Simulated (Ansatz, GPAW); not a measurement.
Given: the input of a run of Ansatz 0.2.0 on TaN. The cell comes from a database or a generator and needn't be the stable form of this composition.

input.yaml

```yaml
crystal:
  lattice:
    - [3.12728298, 0.0, 0.0]
    - [1.56364149, 2.7083065055, 0.0]
    - [1.56364149, 0.9027688352, 2.5534158608]
  atoms:
    - { symbol: Ta, position: [0.5, 0.5, 0.5] }
    - { symbol: "N", position: [0.0, 0.0, 0.0] }
hamiltonian:
  xc: rpbe
  pseudopotentials: { kind: paw }
kpoints:
  mp_grid: { grid: [10, 10, 10] }
scf:
  occupations: { method: gaussian, width: 0.02 }
output:
  forces: true
  stress: true
  eigenvalues: true
```

Potentials or basis: Ansatz PAW.

The run is started by

```bash
$ ansatz run input.yaml --threads 1 --pin off --max-ram 3584MiB --backend cpu --events-out ev --progress --plain --runs-dir out
```

**Question.** Set up the same calculation for GPAW 26.7.0 (ASE script). Potentials or basis there: the program's PAW data sets (release 1.2.1) made for this functional, cutoff 800 eV.

**Answer.** As run (cutoffs and basis follow the program's own potentials, and thresholds, step limits or extra output files can differ):

Contents of run.py:

```python
from ase import Atoms
from ase.dft.bandgap import bandgap
from ase.io import write
from ase.units import GPa
from gpaw import GPAW, PW

atoms = Atoms(['Ta', 'N'],
              cell=[[3.12728298, 0.0, 0.0],
                    [1.56364149, 2.7083065055, 0.0],
                    [1.56364149, 0.9027688352, 2.5534158608]],
              scaled_positions=[[0.5, 0.5, 0.5],
                                [0.0, 0.0, 0.0]],
              pbc=True)

calc = GPAW(mode=PW(800),
            xc='RPBE',
            kpts={'size': (10, 10, 10), 'gamma': True},
            occupations={'name': 'methfessel-paxton', 'order': 0, 'width': 0.02},
            nbands=19,
            convergence={'density': 1e-05, 'energy': 1e-05},
            maxiter=150,
            txt='gpaw.txt')
atoms.calc = calc
energy = atoms.get_potential_energy()
forces = atoms.get_forces()
stress = atoms.get_stress()
calc.write('gs.gpw')
write('result.traj', atoms)
print(f'Energy: {energy:.6f} eV')
print('Forces (eV/A):')
print(forces.round(4))
print('Stress (GPa):', (stress / GPa).round(3))
print('Fermi level:', round(calc.get_fermi_level(), 4), 'eV')
print(f'Gap: {bandgap(calc)[0]:.4f} eV, direct: {bandgap(calc, direct=True)[0]:.4f} eV')
```

Potentials or basis: the program's PAW data sets (release 1.2.1) made for this functional, pw.

Command:

```bash
$ OMP_NUM_THREADS=1 python run.py
```

Both were run:

|  | Ansatz | GPAW |
| --- | --- | --- |
| Pressure | 3.3 GPa | 4.0 GPa |

Ansatz's pressure holds a Pulay term of +0.44 GPa for its cutoff of 420 eV, which the other run lacks.

Ansatz's potentials were made for PBE.

Where Ansatz's input types no cutoff or centring, it takes its own default and a Γ-centred mesh.

Pressure is positive in compression.
